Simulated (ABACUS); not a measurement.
# CdSe (Fm-3m) in ABACUS: further runs

Runs on CdSe. Level: LDA. Tasks: equation of state.

Program: ABACUS 3.10.1. These are calculated values, not measurements. Logs are shortened: lines on timing, memory, paths and dates and some standing lists are left out, and cuts for length are marked.

### 1 The crystal as given

Symmetry: Fm-3m, No. 225, cubic system. The conventional cell has a = 5.748 Å, b = 5.748 Å, c = 5.748 Å, α = 90.00°, β = 90.00°, γ = 90.00°. Around Cd (site symmetry m-3m) lie 6 Se at 2.87 Å. Around Se (site symmetry m-3m) lie 6 Cd at 2.87 Å.

Measurements of this composition are mostly on another form, of space group No. 186.

### 2 Equation of state, LDA, 22.31 Å³/atom (volume scaled by 0.94)

The input, INPUT:

```
INPUT_PARAMETERS
suffix              CdSe
calculation         scf
basis_type          pw
pseudo_dir          ./
latname             fcc
symmetry            1
dft_functional      pz
ecutwfc             103
pseudo_rcut         7
nspin               1
nbands              17
ks_solver           dav
smearing_method     fd
smearing_sigma      0.00367493
scf_thr             1e-08
scf_nmax            100
mixing_type         broyden
mixing_beta         0.7
cal_force           1
cal_stress          1
kpar                4
```

The input, STRU:

```
ATOMIC_SPECIES
Cd 112.4140 Cd_ONCV_PBE-1.2.upf
Se 78.9710 Se_ONCV_PBE-1.2.upf

LATTICE_CONSTANT
10.6402516049

ATOMIC_POSITIONS
Direct

Cd
0.0
1
0.0000000000 0.0000000000 0.0000000000 1 1 1

Se
0.0
1
0.5000000000 0.5000000000 0.5000000000 1 1 1
```

The input, KPT:

```
K_POINTS
0
Gamma
6 6 6 0 0 0
```

Potentials or basis: SG15 ONCV 1.2 PBE, plane waves.

Started as:

```bash
$ OMP_NUM_THREADS=1 mpirun -np 4 abacus > log
```

running log:

```text
ABACUS v3.10.1

               Atomic-orbital Based Ab-initio Computation at UStc

 ------------------------------------------------------------------------------------

 READING GENERAL INFORMATION
                           global_out_dir = OUT.CdSe/
                           global_in_card = INPUT
                               pseudo_dir = ./
                              orbital_dir =
                                    DSIZE = 4
                                    GSIZE = 1

 READING UNITCELL INFORMATION
                                    ntype = 2
                  lattice constant (Bohr) = 10.6403
              lattice constant (Angstrom) = 5.63058

 READING ATOM TYPE 1
                               atom label = Cd
                      L=0, number of zeta = 1
                      L=1, number of zeta = 1
                      L=2, number of zeta = 1
             number of atom for this type = 1

 READING ATOM TYPE 2
                               atom label = Se
                      L=0, number of zeta = 1
                      L=1, number of zeta = 1
                      L=2, number of zeta = 1
             number of atom for this type = 1

                        TOTAL ATOM NUMBER = 2
DIRECT COORDINATES
    atom                   x                   y                   z     mag                  vx                  vy                  vz
taud_Cd1            0.0000000000        0.0000000000        0.0000000000  0.0000        0.0000000000        0.0000000000        0.0000000000
taud_Se1            0.5000000000        0.5000000000        0.5000000000  0.0000        0.0000000000        0.0000000000        0.0000000000

                          Volume (Bohr^3) = 301.159
                             Volume (A^3) = 44.6271

 Lattice vectors: (Cartesian coordinate: in unit of a_0)
                 -0.5                  +0                +0.5
                   +0                +0.5                +0.5
                 -0.5                +0.5                  +0
 Reciprocal vectors: (Cartesian coordinate: in unit of 2 pi/a_0)
                   -1                  -1                  +1
                   +1                  +1                  +1
                   -1                  +1                  -1
 The esolver type has been set to : ksdft_pw

                PAO radial cut off (Bohr) = 7

 Read in pseudopotential file is Cd_ONCV_PBE-1.2.upf
                     pseudopotential type = NC
          exchange-correlation functional = PBE
                 nonlocal core correction = 0
                        valence electrons = 20
                                     lmax = 2
                           number of zeta = 0
[... 5 lines left out ...]
                           L of projector = 2
                           L of projector = 2
 XC functional updated to : pz
          exchange-correlation functional = PZ
                PAO radial cut off (Bohr) = 7

 Read in pseudopotential file is Se_ONCV_PBE-1.2.upf
                     pseudopotential type = NC
          exchange-correlation functional = PBE
                 nonlocal core correction = 0
                        valence electrons = 6
                                     lmax = 2
                           number of zeta = 0
[... 5 lines left out ...]
                           L of projector = 2
                           L of projector = 2
 XC functional updated to : pz
          exchange-correlation functional = PZ
     initial pseudo atomic orbital number = 0

 SETUP THE ELECTRONS NUMBER
            electron number of element Cd = 20
      total electron number of element Cd = 20
            electron number of element Se = 6
      total electron number of element Se = 6
            AUTOSET number of electrons:  = 26
                           occupied bands = 13
                                   NBANDS = 17
                                   NLOCAL = 18

%%%%%%%%%%%%%%%%%%%%%%%%%%%%%%%%%%%%%%%%%%%%%%%%%%%%%%%%%%%%%%%%%%%%%%%%%%%%%%%%%%%%%%%%%%%%%%%%%%%%%%%%%%
 Warning: the number of valence electrons in pseudopotential > 12 for Cd: [Kr] 4d10 5s2
 Pseudopotentials with additional electrons can yield (more) accurate outcomes, but may be less efficient.
 If you're confident that your chosen pseudopotential is appropriate, you can safely ignore this warning.
%%%%%%%%%%%%%%%%%%%%%%%%%%%%%%%%%%%%%%%%%%%%%%%%%%%%%%%%%%%%%%%%%%%%%%%%%%%%%%%%%%%%%%%%%%%%%%%%%%%%%%%%%%

 SETUP THE PLANE WAVE BASIS
 energy cutoff for charge/potential (unit:Ry) = 412
            fft grid for charge/potential = [ 50, 50, 50 ]
                        fft grid division = [ 1, 1, 1 ]
        big fft grid for charge/potential = [ 50, 50, 50 ]
                                     nbxx = 125000
                                     nrxx = 125000

 SETUP PLANE WAVES FOR CHARGE/POTENTIAL
                    number of plane waves = 42615
                         number of sticks = 1615

 PARALLEL PW FOR CHARGE/POTENTIAL
     PROC   COLUMNS(POT)             PW
[... 31 lines left out ...]
                     BRAVAIS LATTICE NAME = 03. Cubic F (face-centered)
                                    ibrav = 3
                                    IBRAV = 3
                                  BRAVAIS = FACE CENTERED CUBIC
                       LATTICE CONSTANT A = 1
Original cell was already a primitive cell.
                        ROTATION MATRICES = 48
              PURE POINT GROUP OPERATIONS = 48
                   SPACE GROUP OPERATIONS = 48
                              POINT GROUP = O_h
               POINT GROUP IN SPACE GROUP = O_h

 SETUP K-POINTS
                                    nspin = 1
                   Input type of k points = Monkhorst-Pack(Gamma)
                                   nkstot = 216
                       right hand lattice = 1
(for reciprocal lattice: )
                             BRAVAIS TYPE = 2
                     BRAVAIS LATTICE NAME = 02. Cubic I (body-centered)
                                    ibrav = 2
                       right hand lattice = 1
(for k-lattice: )
                             BRAVAIS TYPE = 2
                     BRAVAIS LATTICE NAME = 02. Cubic I (body-centered)
                                    ibrav = 2
                       right hand lattice = 1
                        ROTATION MATRICES = 48
                               nkstot_ibz = 16
K-POINTS REDUCTION ACCORDING TO SYMMETRY
     IBZ    DIRECT_X    DIRECT_Y    DIRECT_Z  WEIGHT  ibz2bz
       1  0.00000000  0.00000000  0.00000000  0.0046       0
       2  0.16666667  0.16666667  0.16666667  0.0370       1
       3  0.33333333  0.33333333  0.33333333  0.0370       2
       4  0.50000000  0.50000000  0.50000000  0.0185       3
       5  0.16666667  0.16666667  0.00000000  0.0278       7
       6  0.33333333  0.33333333  0.16666667  0.1111       8
[... 8 lines left out ...]
      15  0.50000000  0.33333333 -0.33333333  0.1111      52
      16  0.50000000  0.33333333 -0.16666667  0.0556      58

                               nkstot now = 16
[... K-POINTS DIRECT COORDINATES: 16 rows ...]

           k-point number in this process = 4
       minimum distributed K point number = 4
[... stars of the k points ...]

[... K-POINTS CARTESIAN COORDINATES: 4 rows ...]

[... K-POINTS DIRECT COORDINATES: 4 rows ...]

 SETUP PLANE WAVES FOR WAVE FUNCTIONS
     energy cutoff for wavefunc (unit:Ry) = 103
              fft grid for wave functions = [ 50, 50, 50 ]
                    number of plane waves = 6183
                         number of sticks = 439

 PARALLEL PW FOR WAVE FUNCTIONS
     PROC   COLUMNS(POT)             PW
        1            439           6183
 --------------- sum -------------------
        1            439           6183

 SETUP NONLOCAL PSEUDOPOTENTIALS IN PLANE WAVE BASIS
 Cd non-local projectors:
 projector 1 L=0
 projector 2 L=0
 projector 3 L=1
 projector 4 L=1
 projector 5 L=2
 projector 6 L=2
 Se non-local projectors:
 projector 1 L=0
 projector 2 L=0
 projector 3 L=1
 projector 4 L=1
 projector 5 L=2
 projector 6 L=2
      TOTAL NUMBER OF NONLOCAL PROJECTORS = 36

 Init Non-Local PseudoPotential table :
 Init Non-Local-Pseudopotential done.

                                     npwx = 5342

 -------------------------------------------
 SELF-CONSISTENT
 -------------------------------------------
                                 init_chg = atomic

 PW ALGORITHM --------------- ION=   1  ELEC=   1--------------------------------

 Notice: Threshold on eigenvalues was too large.
 hsover_error=0.26 > DRHO=0.102538
 Origin diag ethr = 0.01
 New diag ethr = 0.000394376

 Density error is 0.0917249989399
                          Error Threshold = 0.000394376294134
----------------------------------------------------------
     Energy           Rydberg                 eV
----------------------------------------------------------
 E_KohnSham     -329.4353351702      -4482.1976808544
 E_Harris       -333.8983559590      -4542.9201938740
 E_Fermi        0.7613394451         10.3585545656
----------------------------------------------------------
[... 75 lines left out ...]
 Density error is 8.4518548842e-10
                          Error Threshold = 8.92512323802e-10
----------------------------------------------------------
     Energy           Rydberg                 eV
----------------------------------------------------------
 E_KohnSham     -329.4663953511      -4482.6202762952
 E_KS(sigma->0) -329.4661950782      -4482.6175514426
 E_Harris       -329.4668012572      -4482.6257989311
 E_band         -31.3651567351       -426.7448502602
 E_one_elec     -181.0307337561      -2463.0494922037
 E_Hartree      95.4627035281        1298.8367144666
 E_xc           -31.4466203217       -427.8532192182
 E_Ewald        -212.4513442555      -2890.5488296347
 E_entropy(-TS) -0.0004005458        -0.0054497052
 E_descf        0.0000000000         0.0000000000
 E_exx          0.0000000000         0.0000000000
 E_Fermi        0.7813570729         10.6309083639
----------------------------------------------------------

 charge density convergence is achieved
 final etot is -4482.6202763 eV
 EFERMI = 10.630908364 eV

 STATE ENERGY(eV) AND OCCUPATIONS    NSPIN == 1
 1/4 kpoint (Cartesian) = 0.0000 0.0000 0.0000 (5209 pws)
       1       -91.5857     0.00925926
       2       -52.4612     0.00925926
       3       -52.4612     0.00925926
       4       -52.4612     0.00925926
       5       -2.77053     0.00925926
       6        2.61878     0.00925926
[... 9 lines left out ...]
      16        19.1555    8.37015e-77
[... 45 lines left out ...]
       5       -1.67472      0.0370370
       6        2.33757      0.0370370
[... 9 lines left out ...]
      16        15.4923    2.20232e-44
      17        16.7214    4.64631e-55

------------------------------------------------------------------------------------------
 TOTAL-FORCE (eV/Angstrom)
------------------------------------------------------------------------------------------
                       Cd1         0.0000000000         0.0000000000         0.0000000000
                       Se1         0.0000000000         0.0000000000         0.0000000000
------------------------------------------------------------------------------------------

----------------------------------------------------------------
 TOTAL-STRESS (KBAR)
----------------------------------------------------------------
       -22.0732737806         0.0000000000         0.0000000000
         0.0000000000       -22.0732737806         0.0000000000
         0.0000000000         0.0000000000       -22.0732737806
----------------------------------------------------------------
 TOTAL-PRESSURE: -22.073274 KBAR

 --------------------------------------------
 !FINAL_ETOT_IS -4482.6202762951634213 eV
 --------------------------------------------
```

Run time: 13 s. Hardware: 4 MPI ranks of Intel Xeon Platinum 8488C (Sapphire Rapids), shared host; peak memory 0.44 GiB.

Results:

```
Free energy            : -4482.6203 eV
Pressure               : -2.2 GPa
Band gap on the k mesh : none (metal or under the smearing width)
```

Caveat: the potentials were made for another functional, which shifts forces and pressure.

### 3 Equation of state, LDA, 23.26 Å³/atom (volume scaled by 0.98)

INPUT is that of step 2.

Changes to STRU since step 2:

```diff
@@ -5,3 +5,3 @@
 LATTICE_CONSTANT
-10.6402516049
+10.7890855890
```

KPT is that of step 2.

Potentials or basis: SG15 ONCV 1.2 PBE, plane waves.

Started as:

```bash
$ OMP_NUM_THREADS=1 mpirun -np 4 abacus > log
```

It took 14 s on 4 MPI ranks of Intel Xeon Platinum 8488C (Sapphire Rapids), shared host; peak memory 0.48 GiB.

It converged, with:

```yaml
Free_energy: -4482.5788 eV
Pressure: -4.7 GPa
Band_gap_on_the_k_mesh: none (metal or under the smearing width)
```

Caveat: the potentials were made for another functional, which shifts forces and pressure.

### 4 Equation of state, LDA, 24.21 Å³/atom (volume scaled by 1.02)

INPUT is that of step 3.

Changes to STRU since step 3:

```diff
@@ -5,3 +5,3 @@
 LATTICE_CONSTANT
-10.7890855890
+10.9339228126
```

KPT is that of step 3.

Started as:

```bash
$ OMP_NUM_THREADS=1 mpirun -np 4 abacus > log
```

Run time: 14 s. Hardware: 4 MPI ranks of Intel Xeon Platinum 8488C (Sapphire Rapids), shared host; peak memory 0.48 GiB.

The run converged. Its results:

* Free energy: -4482.5109 eV
* Pressure: -6.7 GPa
* Band gap on the k mesh: none (metal or under the smearing width)

Caveat: the potentials were made for another functional, which shifts forces and pressure.

### 5 Equation of state, LDA, 25.16 Å³/atom (volume scaled by 1.06)

INPUT is that of step 4.

Changes to STRU since step 4:

```diff
@@ -5,3 +5,3 @@
 LATTICE_CONSTANT
-10.9339228126
+11.0750212501
```

KPT is that of step 4.

Started as:

```bash
$ OMP_NUM_THREADS=1 mpirun -np 4 abacus > log
```

Run time: 16 s. Hardware: 4 MPI ranks of Intel Xeon Platinum 8488C (Sapphire Rapids), shared host; peak memory 0.48 GiB.

The run converged. Its results:

| Quantity | Value |
| --- | --- |
| Free energy | -4482.4223 eV |
| Pressure | -8.2 GPa |
| Band gap on the k mesh | none (metal or under the smearing width) |

Caveat: the potentials were made for another functional, which shifts forces and pressure.

### 6 Equation of state, LDA

Potentials or basis: SG15 ONCV 1.2 PBE, plane waves.

No new run: the results of the series are fitted here.

What came out:

```
Equilibrium volume : 21.66 Å³/atom (rough: see the caveat)
Bulk modulus       : 78 GPa (rough)
```

Energy against volume, from the lowest point:
```tsv
volume (Å³/atom)	energy (meV/atom)
22.314	0.00
23.263	20.72
24.213	54.71
25.162	98.97
```

Caveat: the minimum lies outside the volumes run; the potentials were made for another functional, which shifts forces and pressure.
